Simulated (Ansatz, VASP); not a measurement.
**Ta in VASP and in Ansatz**

Contents of INCAR:

```
PREC     = Accurate       # precision mode
ENCUT    = 520            # plane-wave cutoff, eV
EDIFF    = 1E-6           # SCF threshold, eV
ISMEAR   = 0              # smearing method
SIGMA    = 0.15           # smearing width, eV
LREAL    = False          # projectors in reciprocal space
LASPH    = True           # aspherical terms in the spheres
NELM     = 60             # most SCF steps
ALGO     = Fast           # electronic algorithm
ISIF     = 2              # what is computed and relaxed
LWAVE    = False          # write WAVECAR
LCHARG   = False          # write CHGCAR
GGA      = PE             # functional
NBANDS   = 12             # bands
```

The input KPOINTS:

```
Automatic mesh
0
Gamma
  20 20 20
```

The input POSCAR:

```
Ta
1.0
   -1.5411496197      1.5411496197      2.0780861472
    1.5411496197     -1.5411496197      2.0780861472
    1.5411496197      1.5411496197     -2.0780861472
Ta
1
Direct
    0.0000000000      0.0000000000      0.0000000000
```

Input for Ansatz:

```yaml
crystal:
  lattice:
    - [-1.5411496197, 1.5411496197, 2.0780861472]
    - [1.5411496197, -1.5411496197, 2.0780861472]
    - [1.5411496197, 1.5411496197, -2.0780861472]
  atoms:
    - { symbol: Ta, position: [0.0, 0.0, 0.0] }
basis:
  ecutwfc: 420
kpoints:
  mp_grid: { grid: [20, 20, 20] }
hamiltonian:
  xc: pbe
  pseudopotentials: { kind: paw, azcp: { folder: soft_1 } }
scf:
  occupations: { method: gaussian, width: 0.15 }
output:
  forces: true
  stress: true
  eigenvalues: true
```

Alike in both runs: task single point; functional PBE; k mesh 20 × 20 × 20; occupations gaussian, width 0.15 eV; no spin polarisation.

```csv
,VASP,Ansatz
version,VASP 6.6.1,Ansatz 0.2.0
potentials or method,"VASP PAW PBE potentials, release 64 (Ta_pv)","scalar-relativistic, plane waves, PAW"
plane-wave cutoff (eV),520,420
valence electrons in the cell,11,13
```

Ansatz gave:

```
gap on the k mesh at the Fermi level (eV)       : none
pressure (GPa)                                  : -8.6
largest component of the traceless stress (GPa) : 3.63
```

Q: What did VASP give for the same quantities?

A: gap on the k mesh at the Fermi level (eV): none; pressure (GPa): -8.6; largest component of the traceless stress (GPa): 3.65.

A gap of «none» marks a metal or a gap that the smearing closes. The two sets of potentials don't hold the same shells in valence.

Spin-orbit coupling is left out, which matters for the levels of Ta.
